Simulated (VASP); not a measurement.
Here is a VASP 6.6.1 calculation.

POSCAR

```
GaP                                     
1.0
    0.0000000000      2.7184346441      2.7184346441
    2.7184346441      0.0000000000      2.7184346441
    2.7184346441      2.7184346441      0.0000000000
  Ga              P             
     1     1
Direct
     0.0000000000000000    0.0000000000000000    0.0000000000000000
     0.2500000000000000    0.2500000000000000    0.2500000000000000
```

Contents of INCAR.step1:

```
SYSTEM = GaP
  PREC = Accurate
  ENCUT = 520
  EDIFF = 1E-5
  ISMEAR = 0
  SIGMA = 0.03
  LREAL = .False.
  LASPH = .True.
  NELM = 80
  ALGO = Normal
  ISIF = 2
  LWAVE = .True.
  LCHARG = .False.
  NBANDS = 16
  GGA = PE
```

Contents of INCAR.step2:

```
SYSTEM = GaP
  PREC = Accurate
  ENCUT = 520
  EDIFF = 1E-7
  ISMEAR = 0
  SIGMA = 0.03
  LREAL = .False.
  LASPH = .True.
  NELM = 80
  ALGO = Normal
  ISIF = 2
  LWAVE = .False.
  LCHARG = .False.
  METAGGA = MBJ
  NBANDS = 16
  ISTART = 1
```

The input KPOINTS:

```
Automatic mesh
0
Gamma
  10 10 10
  0 0 0
```

File KPOINTS_OPT:

```
explicit points
109
Reciprocal
 0.0000000000  0.0000000000  0.0000000000 1
 0.0555555556  0.0000000000  0.0555555556 1
 0.1111111111  0.0000000000  0.1111111111 1
 0.1666666667  0.0000000000  0.1666666667 1
 0.2222222222  0.0000000000  0.2222222222 1
 0.2777777778  0.0000000000  0.2777777778 1
 0.3333333333  0.0000000000  0.3333333333 1
 0.3888888889  0.0000000000  0.3888888889 1
 0.4444444444  0.0000000000  0.4444444444 1
 0.5000000000  0.0000000000  0.5000000000 1
 0.5000000000  0.0000000000  0.5000000000 1
 0.5000000000  0.0277777778  0.5277777778 1
 0.5000000000  0.0555555556  0.5555555556 1
 0.5000000000  0.0833333333  0.5833333333 1
 0.5000000000  0.1111111111  0.6111111111 1
 0.5000000000  0.1388888889  0.6388888889 1
 0.5000000000  0.1666666667  0.6666666667 1
 0.5000000000  0.1944444444  0.6944444444 1
 0.5000000000  0.2222222222  0.7222222222 1
 0.5000000000  0.2500000000  0.7500000000 1
 0.5000000000  0.2500000000  0.7500000000 1
 0.4861111111  0.2638888889  0.7500000000 1
 0.4722222222  0.2777777778  0.7500000000 1
 0.4583333333  0.2916666667  0.7500000000 1
 0.4444444444  0.3055555556  0.7500000000 1
 0.4305555556  0.3194444444  0.7500000000 1
 0.4166666667  0.3333333333  0.7500000000 1
 0.4027777778  0.3472222222  0.7500000000 1
 0.3888888889  0.3611111111  0.7500000000 1
 0.3750000000  0.3750000000  0.7500000000 1
 0.3750000000  0.3750000000  0.7500000000 1
 0.3333333333  0.3333333333  0.6666666667 1
 0.2916666667  0.2916666667  0.5833333333 1
 0.2500000000  0.2500000000  0.5000000000 1
 0.2083333333  0.2083333333  0.4166666667 1
 0.1666666667  0.1666666667  0.3333333333 1
 0.1250000000  0.1250000000  0.2500000000 1
 0.0833333333  0.0833333333  0.1666666667 1
 0.0416666667  0.0416666667  0.0833333333 1
 0.0000000000  0.0000000000  0.0000000000 1
 0.0000000000  0.0000000000  0.0000000000 1
 0.0555555556  0.0555555556  0.0555555556 1
 0.1111111111  0.1111111111  0.1111111111 1
 0.1666666667  0.1666666667  0.1666666667 1
 0.2222222222  0.2222222222  0.2222222222 1
 0.2777777778  0.2777777778  0.2777777778 1
 0.3333333333  0.3333333333  0.3333333333 1
 0.3888888889  0.3888888889  0.3888888889 1
 0.4444444444  0.4444444444  0.4444444444 1
 0.5000000000  0.5000000000  0.5000000000 1
 0.5000000000  0.5000000000  0.5000000000 1
 0.5138888889  0.4722222222  0.5138888889 1
 0.5277777778  0.4444444444  0.5277777778 1
 0.5416666667  0.4166666667  0.5416666667 1
 0.5555555556  0.3888888889  0.5555555556 1
 0.5694444444  0.3611111111  0.5694444444 1
 0.5833333333  0.3333333333  0.5833333333 1
 0.5972222222  0.3055555556  0.5972222222 1
 0.6111111111  0.2777777778  0.6111111111 1
 0.6250000000  0.2500000000  0.6250000000 1
 0.6250000000  0.2500000000  0.6250000000 1
 0.6111111111  0.2500000000  0.6388888889 1
 0.5972222222  0.2500000000  0.6527777778 1
 0.5833333333  0.2500000000  0.6666666667 1
 0.5694444444  0.2500000000  0.6805555556 1
 0.5555555556  0.2500000000  0.6944444444 1
 0.5416666667  0.2500000000  0.7083333333 1
 0.5277777778  0.2500000000  0.7222222222 1
 0.5138888889  0.2500000000  0.7361111111 1
 0.5000000000  0.2500000000  0.7500000000 1
 0.5000000000  0.2500000000  0.7500000000 1
 0.5000000000  0.2777777778  0.7222222222 1
 0.5000000000  0.3055555556  0.6944444444 1
 0.5000000000  0.3333333333  0.6666666667 1
 0.5000000000  0.3611111111  0.6388888889 1
 0.5000000000  0.3888888889  0.6111111111 1
 0.5000000000  0.4166666667  0.5833333333 1
 0.5000000000  0.4444444444  0.5555555556 1
 0.5000000000  0.4722222222  0.5277777778 1
 0.5000000000  0.5000000000  0.5000000000 1
 0.5000000000  0.5000000000  0.5000000000 1
 0.4861111111  0.4861111111  0.5277777778 1
 0.4722222222  0.4722222222  0.5555555556 1
 0.4583333333  0.4583333333  0.5833333333 1
 0.4444444444  0.4444444444  0.6111111111 1
 0.4305555556  0.4305555556  0.6388888889 1
 0.4166666667  0.4166666667  0.6666666667 1
 0.4027777778  0.4027777778  0.6944444444 1
 0.3888888889  0.3888888889  0.7222222222 1
 0.3750000000  0.3750000000  0.7500000000 1
 0.6250000000  0.2500000000  0.6250000000 1
 0.6111111111  0.2222222222  0.6111111111 1
 0.5972222222  0.1944444444  0.5972222222 1
 0.5833333333  0.1666666667  0.5833333333 1
 0.5694444444  0.1388888889  0.5694444444 1
 0.5555555556  0.1111111111  0.5555555556 1
 0.5416666667  0.0833333333  0.5416666667 1
 0.5277777778  0.0555555556  0.5277777778 1
 0.5138888889  0.0277777778  0.5138888889 1
 0.5000000000  0.0000000000  0.5000000000 1
 0.0000000000  0.0000000000  0.0000000000 1
 0.3750000000  0.3750000000  0.7500000000 1
 0.5000000000  0.5000000000  0.5000000000 1
 0.6250000000  0.2500000000  0.6250000000 1
 0.5000000000  0.2500000000  0.7500000000 1
 0.5000000000  0.0000000000  0.5000000000 1
 0.4000000000  0.0000000000  0.4000000000 1
 0.4250000000  0.0000000000  0.4250000000 1
 0.4500000000  0.0000000000  0.4500000000 1
```

Potentials or basis: VASP PAW PBE potentials, release 64 (Ga_d, P).

Command:

```console
$ cat potpaw_PBE.64/Ga_d/POTCAR potpaw_PBE.64/P/POTCAR > POTCAR
$ cp INCAR.step1 INCAR
$ mpirun -np 1 vasp_std > vasp.out
$ cp INCAR.step2 INCAR
$ mpirun -np 1 vasp_std > vasp.out
```

Estimate the band gap along the path.

2.37 eV, indirect (least direct gap 3.01 eV).

Predict the band gap on the k mesh.

2.38 eV, indirect (least direct gap 3.01 eV).

Levels at the corners of the path, in eV from the valence-band top:
| point | band 5 | band 6 | band 7 | band 8 | band 9 | band 10 | band 11 | band 12 | band 13 | band 14 |
| --- | --- | --- | --- | --- | --- | --- | --- | --- | --- | --- |
| Γ | -14.49 | -12.31 | 0.00 | 0.00 | 0.00 | 3.01 | 4.61 | 4.61 | 4.61 | 9.89 |
| X | -14.47 | -9.41 | -6.38 | -2.55 | -2.55 | 2.41 | 2.64 | 11.75 | 11.75 | 12.09 |
| X | -14.47 | -9.41 | -6.38 | -2.55 | -2.55 | 2.41 | 2.64 | 11.75 | 11.75 | 12.09 |
| W | -14.48 | -9.33 | -6.17 | -3.36 | -3.19 | 5.29 | 5.70 | 6.83 | 6.91 | 12.53 |
| W | -14.48 | -9.33 | -6.17 | -3.36 | -3.19 | 5.29 | 5.70 | 6.83 | 6.91 | 12.53 |
| K | -14.47 | -9.45 | -6.18 | -3.70 | -2.14 | 2.97 | 5.52 | 9.02 | 9.02 | 10.23 |
| K | -14.47 | -9.45 | -6.18 | -3.70 | -2.14 | 2.97 | 5.52 | 9.02 | 9.02 | 10.23 |
| Γ | -14.49 | -12.31 | 0.00 | 0.00 | 0.00 | 3.01 | 4.61 | 4.61 | 4.61 | 9.89 |
| Γ | -14.49 | -12.31 | 0.00 | 0.00 | 0.00 | 3.01 | 4.61 | 4.61 | 4.61 | 9.89 |
| L | -14.48 | -10.28 | -6.29 | -1.06 | -1.06 | 2.61 | 5.40 | 5.40 | 9.24 | 11.80 |
| L | -14.48 | -10.28 | -6.29 | -1.06 | -1.06 | 2.61 | 5.40 | 5.40 | 9.24 | 11.80 |
| U | -14.47 | -9.45 | -6.18 | -3.70 | -2.14 | 2.97 | 5.52 | 9.02 | 9.02 | 10.23 |
| U | -14.47 | -9.45 | -6.18 | -3.70 | -2.14 | 2.97 | 5.52 | 9.02 | 9.02 | 10.23 |
| W | -14.48 | -9.33 | -6.17 | -3.36 | -3.19 | 5.29 | 5.70 | 6.83 | 6.91 | 12.53 |
| W | -14.48 | -9.33 | -6.17 | -3.36 | -3.19 | 5.29 | 5.70 | 6.83 | 6.91 | 12.53 |
| L | -14.48 | -10.28 | -6.29 | -1.06 | -1.06 | 2.61 | 5.40 | 5.40 | 9.24 | 11.80 |
| L | -14.48 | -10.28 | -6.29 | -1.06 | -1.06 | 2.61 | 5.40 | 5.40 | 9.24 | 11.80 |
| K | -14.47 | -9.45 | -6.18 | -3.70 | -2.14 | 2.97 | 5.52 | 9.02 | 9.02 | 10.23 |
| U | -14.47 | -9.45 | -6.18 | -3.70 | -2.14 | 2.97 | 5.52 | 9.02 | 9.02 | 10.23 |
| X | -14.47 | -9.41 | -6.38 | -2.55 | -2.55 | 2.41 | 2.64 | 11.75 | 11.75 | 12.09 |

**The experiment to reproduce.**

“Stacking defects in GaP nanowires: Electronic structure and optical properties”, 2018, arxiv:1810.01194 quotes, for a bulk crystal of GaP at 10 K: band gap 2.34 eV (indirect).

Against the measured gap of GaP, 2.34 eV (indirect; 10 K; quoted in “Stacking defects in GaP nanowires: Electronic structure and optical properties”, 2018, arxiv:1810.01194), the calculated 2.37 eV is off by +0.03 eV. Spin-orbit coupling on Ga is left out. The value is that of TB-mBJ, without temperature or zero-point motion.
